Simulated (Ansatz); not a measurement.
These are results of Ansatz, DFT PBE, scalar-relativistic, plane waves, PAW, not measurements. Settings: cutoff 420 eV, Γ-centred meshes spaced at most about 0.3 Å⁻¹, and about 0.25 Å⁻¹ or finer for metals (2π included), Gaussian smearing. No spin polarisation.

Each guess is relaxed in cell and atoms at zero pressure, on a coarse mesh first where it starts far from rest and then on a converged one. The steps can't lower the symmetry of the start, but it can rise. Energies are static (0 K, no zero-point motion).

Two unrelaxed guesses for Mg2Ge2N:

A.

```
Mg Ge N
1.0
     3.97507    0.00000    0.00000
    -1.98753    3.44251    0.00000
     0.00000    0.00000    6.77682
Mg Ge N
2 2 1
Direct
  0.33333 0.66667 0.00000
  0.00000 0.00000 0.50000
  0.00000 0.00000 0.13265
  0.00000 0.00000 0.86735
  0.33333 0.66667 0.50000
```

B.

```
Mg Ge N
1.0
    -2.04346    2.04346    5.05808
     2.04346   -2.04346    5.05808
     2.04346    2.04346   -5.05808
Mg Ge N
2 2 1
Cartesian
  0.0000 0.0000 3.8846
  0.0000 0.0000 6.2316
  0.0000 2.0435 2.5290
  2.0435 0.0000 2.5290
  0.0000 0.0000 0.0000
```

Question: Where do they end, and which end is lower?

Answer: A ends lower, by 133 meV/atom. A: P-6m2 at 18.5 Å³/atom → P-6m2 at 19.7 Å³/atom; B: I4/mmm at 16.9 Å³/atom → I4/mmm at 17.7 Å³/atom. Counting Ge or N atoms around Mg (for each partner element, those within 1.25 times its shortest distance or 1.15 times the sum of covalent radii, where it is the nearest in units of that sum or under 1.3; a plus sign parts groups by distance over the sum of covalent radii; a slash parts the counts of unlike sites), the end of A has Mg 3+2/6 and the end of B has Mg 8. The end of B holds Ge–Ge nets (shortest 2.40 Å); in the end of A the shortest Ge–Ge distance is 3.38 Å. End of A. Conventional cell: a = 3.380 Å, c = 9.938 Å. Around Mg on its first site lie 6 Ge at 2.92 Å and 6 Mg at 3.38 Å; Ge has 4 Mg at 2.79–2.92 Å, 6 Ge at 3.38 Å and 3 N at 3.41 Å; N has 3 Mg at 1.95 Å, 6 N at 3.38 Å and 6 Ge at 3.41 Å; 1 more site not described. End of B. Conventional cell: a = 3.389 Å, c = 15.371 Å. Mg is surrounded by 1 Mg at 2.57 Å, 4 N at 2.72 Å and 4 Ge at 3.07 Å; around Ge lie 4 Ge at 2.40 Å; around N lie 8 Mg at 2.72 Å.

Ends held by symmetry can be saddle points. Neither end is the lowest form computed: that has space group P-3m1 (No. 164) and lies 0.68 eV/atom below the better end. Even the lowest of the cells shown lies +0.40 eV/atom against the elements. Some types were kept out of the candidates beforehand, so the set may lack a known form.
